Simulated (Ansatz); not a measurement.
Relaxing carbon (lonsdaleite)

The calculation used DFT, PBEsol, plane waves (420 eV) with PAW, scalar-relativistic in Ansatz 0.2.0. The PAW files were generated under PBE, with cores re-solved for the functional.

k-point mesh 8×8×4, Fermi-Dirac smearing 0.05 eV, no spin polarisation. Cell and atoms relax.

Starting structure:

```
CELL_PARAMETERS angstrom
2.52000 0.00000 0.00000
-1.26000 2.18238 0.00000
0.00000 0.00000 4.12000
ATOMIC_POSITIONS crystal
C 0.33333 0.66667 0.06250
C 0.66667 0.33333 0.56250
C 0.33333 0.66667 0.43750
C 0.66667 0.33333 0.93750
```

Q: What cell does the relaxation end in?

A: P6_3/mmc with a = 2.499 Å, c = 4.161 Å (c/a = 1.665); 5.63 Å³ per atom against 5.66 at the start (-0.7 %).

Q: How much energy does the relaxation gain?

A: 5.4 meV per atom.
